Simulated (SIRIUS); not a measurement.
## CaO under changes of volume

One of the cells (14.163 Å³/atom); the others are scaled copies at fixed shape and fractional positions:

```
CELL_PARAMETERS angstrom
0.00000 2.41947 2.41947
2.41947 0.00000 2.41947
2.41947 2.41947 0.00000
ATOMIC_POSITIONS crystal
Ca 0.00000 0.00000 0.00000
O 0.50000 0.50000 0.50000
```

The cell is a database's computed one.

| Item | Value |
| --- | --- |
| Program | SIRIUS 7.12.0 |
| Functional | PBEsol |
| Potentials or basis | all-electron FP-LAPW |
| Cutoff | 276 eV |
| Basis | apw+lo standard |
| k mesh | 10 × 10 × 10 |
| Occupations | fermi-dirac, width 0.05 eV |
| Spin | no spin polarisation |

```csv
volume (Å³/atom),energy over the lowest point (meV/atom),gap on the mesh (eV)
13.052,6.57,3.52
13.330,0.92,3.54
13.608,0.00,3.55
14.163,9.44,3.56
14.441,19.13,3.57
14.719,?,?
```

**Question.** What does the run at 14.719 Å³/atom give?

**Answer.** Energy over the lowest point 31.86 meV/atom; gap on the mesh 3.58 eV.

Worked out: A Birch-Murnaghan fit of order 3 (a polynomial in V^(-2/3)) to the other rows has its minimum at 13.53 Å³/atom with B0 = V·E''(V) = 117 GPa and B' = 5.2. It gives 31.51 meV/atom at 14.719 Å³/atom, against the run's 31.86. A straight line through the other rows of the gap, of slope 0.444 eV per unit of ln V, extrapolates to 3.58 eV, against the run's 3.58.

Energies are extrapolated to zero smearing.

A mesh can miss the band edges.
